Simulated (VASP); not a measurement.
# ZnS (F-43m) in VASP: notebook

Runs on ZnS. Level: PBE. Tasks: electron localisation function, single point.

Everything below comes from runs of VASP 6.6.1. Logs are shortened: lines on timing, memory, paths and dates and some standing lists are left out, and cuts for length are marked.

**Experimental background.**

“Electronic, vibrational, and thermodynamic properties of ZnS (zincblende and rocksalt structure)”, 2009, arxiv:0911.5022 quotes, for a bulk crystal of ZnS at 19 K: band gap 3.85 eV (direct).

The runs below are set against these values where they give the same quantity.

### 1 Starting point

Symmetry: F-43m, No. 216, cubic system. The conventional cell has a = 5.404 Å, b = 5.404 Å, c = 5.404 Å, α = 90.00°, β = 90.00°, γ = 90.00°. Around Zn (site symmetry -43m) lie 4 S at 2.34 Å. S (site symmetry -43m) has 4 Zn at 2.34 Å as nearest neighbours.

### 2 Electron localisation function, PBE

INCAR

```
PREC     = Accurate       # precision mode
ENCUT    = 520            # plane-wave cutoff, eV
EDIFF    = 1E-7           # SCF threshold, eV
ISMEAR   = 0              # smearing method
SIGMA    = 0.02           # smearing width, eV
LREAL    = F              # projectors in reciprocal space
LASPH    = T              # aspherical terms in the spheres
NELM     = 100            # most SCF steps
ALGO     = Fast           # electronic algorithm
ISIF     = 2              # what is computed and relaxed
LWAVE    = F              # write WAVECAR
LCHARG   = T              # write CHGCAR
GGA      = PE             # functional
LELF     = T              # ELF
```

KPOINTS

```
Automatic mesh
0
Gamma
  9 9 9
```

POSCAR

```
ZnS
1.0
    0.0000000000      2.7020000000      2.7020000000
    2.7020000000      0.0000000000      2.7020000000
    2.7020000000      2.7020000000      0.0000000000
Zn S
1 1
Direct
    0.7500000000      0.7500000000      0.7500000000
    0.0000000000      0.0000000000      0.0000000000
```

Potentials or basis: VASP PAW PBE potentials, release 64 (Zn, S).

Command:

```
$ cat potpaw_PBE.64/Zn/POTCAR potpaw_PBE.64/S/POTCAR > POTCAR
$ mpirun -np 1 vasp_std > vasp.out
```

OUTCAR:

```text
PREC = Accurate
   ENCUT = 520
   EDIFF = 1E-7
   ISMEAR = 0
   LREAL = F
   LASPH = T
   NELM = 100
   ISIF = 2
   GGA = PE

 ion  position               nearest neighbor table
   1  0.750  0.750  0.750-   2 2.34   2 2.34   2 2.34   2 2.34
   2  0.000  0.000  0.000-   1 2.34   1 2.34   1 2.34   1 2.34

  LATTYP: Found a face centered cubic cell.
 ALAT       =     5.4040000000

  Lattice vectors:

 A1 = (   0.0000000000,   2.7020000000,   2.7020000000)
 A2 = (   2.7020000000,   0.0000000000,   2.7020000000)
 A3 = (   2.7020000000,   2.7020000000,   0.0000000000)

Analysis of symmetry for initial positions (statically):
=====================================================================
 Subroutine PRICEL returns:
 Original cell was already a primitive cell.

 Routine SETGRP: Setting up the symmetry group for a
 face centered cubic supercell.

 Subroutine GETGRP returns: Found 24 space group operations
 (whereof 24 operations were pure point group operations)
 out of a pool of 48 trial point group operations.

The static configuration has the point symmetry T_d .

Analysis of symmetry for dynamics (positions and initial velocities):
=====================================================================
 Subroutine PRICEL returns:
 Original cell was already a primitive cell.

 Routine SETGRP: Setting up the symmetry group for a
 face centered cubic supercell.

 Subroutine GETGRP returns: Found 24 space group operations
 (whereof 24 operations were pure point group operations)
 out of a pool of 48 trial point group operations.

The dynamic configuration has the point symmetry T_d .

 Subroutine INISYM returns: Found 24 space group operations
 (whereof 24 operations are pure point group operations),
 and found     1 'primitive' translations

----------------------------------------------------------------------------------------

                                     Primitive cell

  volume of cell :      39.4535

  direct lattice vectors                    reciprocal lattice vectors
     0.000000000  2.702000000  2.702000000    -0.185048113  0.185048113  0.185048113
     2.702000000  0.000000000  2.702000000     0.185048113 -0.185048113  0.185048113
     2.702000000  2.702000000  0.000000000     0.185048113  0.185048113 -0.185048113

  length of vectors
     3.821205046  3.821205046  3.821205046     0.320512733  0.320512733  0.320512733

  position of ions in fractional coordinates (direct lattice)
     0.750000000  0.750000000  0.750000000
     0.000000000  0.000000000  0.000000000

  ion indices of the primitive-cell ions
   primitive index   ion index
                 1           1
                 2           2

----------------------------------------------------------------------------------------

 KPOINTS: Automatic mesh

Automatic generation of k-mesh.
 Grid dimensions read from file:
 generate k-points for:    9    9    9

 Generating k-lattice:

  Cartesian coordinates                     Fractional coordinates (reciprocal lattice)
    -0.020560901  0.020560901  0.020560901     0.111111111  0.000000000  0.000000000
     0.020560901 -0.020560901  0.020560901     0.000000000  0.111111111  0.000000000
     0.020560901  0.020560901 -0.020560901     0.000000000  0.000000000  0.111111111

  Length of vectors
     0.035612526  0.035612526  0.035612526

  Shift w.r.t. Gamma in fractional coordinates (k-lattice)
     0.000000000  0.000000000  0.000000000

 Subroutine IBZKPT returns following result:
 ===========================================

 Found     35 irreducible k-points:

 Following reciprocal coordinates:
            Coordinates               Weight
  0.000000  0.000000  0.000000      1.000000
  0.111111  0.000000  0.000000      8.000000
  0.222222  0.000000  0.000000      8.000000
  0.333333  0.000000  0.000000      8.000000
  0.444444  0.000000  0.000000      8.000000
  0.111111  0.111111  0.000000      6.000000
[... 16 lines left out ...]
 -0.333333  0.333333  0.000000     12.000000
  0.444444  0.444444  0.000000      6.000000
 [... further k-points ...]
   k-points           NKPTS =     35   k-points in BZ     NKDIM =     35   number of bands    NBANDS=     13
   number of dos      NEDOS =    301   number of ions     NIONS =      2
   total plane-waves  NPLWV =  21952
   dimension x,y,z NGX =    28 NGY =   28 NGZ =   28
   dimension x,y,z NGXF=    56 NGYF=   56 NGZF=   56
   ions per type =               1   1
   NGX,Y,Z   is equivalent  to a cutoff of  12.18, 12.18, 12.18 a.u.
   NGXF,Y,Z  is equivalent  to a cutoff of  24.36, 24.36, 24.36 a.u.
 SYSTEM =  unknown system
   PREC   = accura    normal or accurate (medium, high low for compatibility)
   ISTART =      0    job   : 0-new  1-cont  2-samecut
   ICHARG =      2    charge: 1-file 2-atom 10-const
   ISPIN  =      1    spin polarized calculation?
   LNONCOLLINEAR =      F non collinear calculations
   LSORBIT =      F    spin-orbit coupling
   LASPH  =      T    aspherical Exc in radial PAW
   ENCUT  =  520.0 eV  38.22 Ry    6.18 a.u.   7.10  7.10  7.10*2*pi/ulx,y,z
   NELM   =    100;   NELMIN=  2; NELMDL= -5     # of ELM steps
   EDIFF  = 0.1E-06   stopping-criterion for ELM
   LREAL  =      F    real-space projection
   EDIFFG = 0.1E-05   stopping-criterion for IOM
   NSW    =      0    number of steps for IOM
   IBRION =     -1    ionic relax: 0-MD 1-quasi-New 2-CG
   NFREE  =      0    steps in history (QN), initial steepest desc. (CG)
   ISIF   =      2    stress and relaxation
   ISYM   =      2    0-nonsym 1-usesym 2-fastsym
   POTIM  = 0.5000    time-step for ionic-motion
   TEBEG  =    0.0;   TEEND  =   0.0 temperature during run
   PSTRESS=    0.0 pullay stress
   NELECT =      18.0000    total number of electrons
   NUPDOWN=      -1.0000    fix difference up-down
   EMIN   =  10.00;   EMAX   =-10.00  energy-range for DOS
   EFERMI =   0.00;   METHOD = LEGACY
   ISMEAR =     0;   SIGMA  =   0.02  broadening in eV -4-tet -1-fermi 0-gaus
   EFERMI_NEDOS =   21; number of points for ismear=-14 and -15
   IALGO  =     68    algorithm
   IMIX   =      4    mixing-type and parameters
     AMIX     =   0.40;   BMIX     =  1.00
     AMIX_MAG =   1.60;   BMIX_MAG =  1.00
  volume/ion in A,a.u.               =      19.73       133.12
  Fermi-wavevector in a.u.,A,eV,Ry     =   1.260290  2.381602 21.610537  1.588330
  Thomas-Fermi vector in A             =   2.393807
   LORBIT       =      0    0 simple, 1 ext, 2 COOP (PROOUT), +10 PAW based schemes
   GGA     = PE    functional components
   LHFCALC =     F    Hartree Fock is set to
   AEXX    =    0.0000 exact exchange contribution
   IVDW    =     0    specifies the selected vdW correction
   LEPSILON=     F    determine dielectric tensor
   LRPA    =     F    only Hartree local field effects (RPA)
 non-spin polarized calculation
 RMM-DIIS sequential band-by-band and
 Gauss-broadening in eV      SIGMA  =   0.02
  energy-cutoff  :      520.00
  volume of cell :       39.45
 maximum number of plane-waves:      1073
   NGX = 15   NGY = 15   NGZ = 15

 number of electron      18.0000000 magnetization

 Free energy of the ion-electron system (eV)
  ---------------------------------------------------
  ext. energy  EPLUGINS =         0.00000000
  ---------------------------------------------------
  free energy    TOTEN  =        -6.84725770 eV

  energy without entropy =       -6.84725770  energy(sigma->0) =       -6.84725770

 E-fermi :   2.2198     XC(G=0):  -9.6299

 val. band max:        2.1064621762   @ k =   0.0000   0.0000   0.0000
 cond. band min:       4.2212391007   @ k =   0.0000   0.0000   0.0000
 fundamental gap:      2.1147769246
 Fermi energy:         2.2198030459

 k-point     1 :       0.0000    0.0000    0.0000
  band No.  band energies     occupation
      1     -11.0337      2.00000
      2      -4.2321      2.00000
      3      -4.2321      2.00000
      4      -4.2321      2.00000
      5      -3.7338      2.00000
      6      -3.7338      2.00000
      7       2.1065      2.00000
      8       2.1065      2.00000
      9       2.1065      2.00000
     10       4.2212      0.00000
     11       8.5033      0.00000
     12       8.5033      0.00000
     13       8.5033      0.00000

 k-point     2 :       0.1111    0.0000    0.0000
  band No.  band energies     occupation
      1     -10.9409      2.00000
      2      -4.2317      2.00000
      3      -4.2152      2.00000
      4      -4.2152      2.00000
      5      -3.7352      2.00000
      6      -3.7352      2.00000
      7       1.1745      2.00000
      8       1.9880      2.00000
      9       1.9880      2.00000
     10       4.9270      0.00000
     11       8.4098      0.00000
     12       8.7098      0.00000
     13       8.7098      0.00000

 k-point     3 :       0.2222    0.0000    0.0000
  band No.  band energies     occupation
      1     -10.6903      2.00000
      2      -4.2032      2.00000
      3      -4.1755      2.00000
      4      -4.1755      2.00000
      5      -3.7341      2.00000
      6      -3.7341      2.00000
      7      -0.3479      2.00000
      8       1.7132      2.00000
      9       1.7132      2.00000
     10       5.5453      0.00000
     11       8.8053      0.00000
     12       9.0735      0.00000
     13       9.0735      0.00000
[... 305 lines left out ...]
 k-point    23 :      -0.3333    0.3333    0.0000
  band No.  band energies     occupation
      1      -9.8733      2.00000
      2      -4.1229      2.00000
      3      -3.9897      2.00000
      4      -3.7922      2.00000
      5      -3.7187      2.00000
      6      -3.4549      2.00000
      7      -2.4758      2.00000
      8      -1.0399      2.00000
      9       0.5809      2.00000
     10       6.5467      0.00000
     11       8.6921      0.00000
     12      10.9089      0.00000
     13      11.1452      0.00000

 k-point    24 :       0.4444    0.4444    0.0000
  band No.  band energies     occupation
      1      -9.8398      2.00000
      2      -4.2617      2.00000
      3      -3.9030      2.00000
      4      -3.9030      2.00000
      5      -3.6606      2.00000
      6      -3.5770      2.00000
      7      -2.2889      2.00000
      8      -0.0563      2.00000
      9      -0.0563      2.00000
     10       5.5746      0.00000
     11       6.2375      0.00000
     12      12.8294      0.00000
     13      13.6518      0.00000

 [... further k-points ...]

------------------------ aborting loop because EDIFF is reached ----------------------------------------

  FORCE on cell =-STRESS in cart. coord.  units (eV):
  Direction    XX          YY          ZZ          XY          YZ          ZX
  --------------------------------------------------------------------------------------
  -------------------------------------------------------------------------------------
  Total        0.4360433      0.4360433      0.4360433     -0.0000000     -0.0000000      0.0000000
  in kB       17.7073727     17.7073727     17.7073727     -0.0000000     -0.0000000      0.0000000
  external PRESSURE =      17.7073727 kB  Pullay stress =       0.0000000 kB

 VOLUME and BASIS-vectors are now :
 -----------------------------------------------------------------------------
  energy-cutoff  :      520.00
  volume of cell :       39.45
      direct lattice vectors                 reciprocal lattice vectors
     0.000000000  2.702000000  2.702000000    -0.185048113  0.185048113  0.185048113
     2.702000000  0.000000000  2.702000000     0.185048113 -0.185048113  0.185048113
     2.702000000  2.702000000  0.000000000     0.185048113  0.185048113 -0.185048113

 POSITION                                       TOTAL-FORCE (eV/Angst)
 -----------------------------------------------------------------------------------
      4.05300      4.05300      4.05300        -0.000000     -0.000000      0.000000
      0.00000      0.00000      0.00000         0.000000      0.000000     -0.000000
 -----------------------------------------------------------------------------------
    total drift:                                0.000001      0.000001      0.000001

  FREE ENERGIE OF THE ION-ELECTRON SYSTEM (eV)
  ---------------------------------------------------
  free  energy   TOTEN  =        -6.8472577046 eV

  energy  without entropy=       -6.8472577046  energy(sigma->0) =       -6.84725770
```

It took 18 s on 1 thread of Intel Xeon Platinum 8488C (Sapphire Rapids), shared host; peak memory 0.15 GiB.

What came out:

| Item | Value |
| --- | --- |
| Free energy | -6.8473 eV |
| Pressure | 1.8 GPa |
| Band gap on the k mesh | 2.11 eV, direct |

### 3 Single point, PBE

INCAR

```
SYSTEM = ZnS
PREC = Accurate
ENCUT = 520
EDIFF = 1E-6
ISMEAR = 0
SIGMA = 0.026000000000000002
LREAL = .False.
LASPH = .True.
NELM = 100
ALGO = Normal
ISIF = 2
LWAVE = .False.
LCHARG = .True.
GGA = PE
LELF = .True.
LVHAR = .True.
NBANDS = 16
```

KPOINTS

```
regular mesh
0
Gamma
  9 9 9
  0 0 0
```

POSCAR is that of step 2.

Potentials or basis: VASP PAW PBE potentials, release 64 (Zn, S).

Command:

```
$ cat potpaw_PBE.64/Zn/POTCAR potpaw_PBE.64/S/POTCAR > POTCAR
$ mpirun -np 1 vasp_std > vasp.out
```

Run time: 8.3 s. Hardware: 1 thread of Intel Xeon 6975P-C (Granite Rapids), shared host; peak memory 0.16 GiB.

It converged, with:

| Quantity | Value |
| --- | --- |
| Free energy | -6.8473 eV |
| Pressure | 1.8 GPa |
| Band gap on the k mesh | 2.11 eV, direct |

Levels at points of the mesh, in eV from the valence-band top:
```tsv
k point	band 7	band 8	band 9	band 10	band 11	band 12
(0.00, 0.00, 0.00)	0.00	0.00	0.00	2.11	6.40	6.40
```

### 4 Against experiment

Step 2. Measured gap of ZnS: 3.85 eV (direct; 19 K; quoted in “Electronic, vibrational, and thermodynamic properties of ZnS (zincblende and rocksalt structure)”, 2009, arxiv:0911.5022). This calculation gives 2.11 eV (-1.74 eV). The value is that of PBE, without temperature or zero-point motion. Semilocal functionals fall short of measured gaps as a rule.

Step 3. A measured gap of ZnS is 3.85 eV (direct; 19 K; quoted in “Electronic, vibrational, and thermodynamic properties of ZnS (zincblende and rocksalt structure)”, 2009, arxiv:0911.5022); the calculated 2.11 eV misses it by -1.74 eV. The value is that of PBE, without temperature or zero-point motion. Semilocal functionals fall short of measured gaps as a rule.
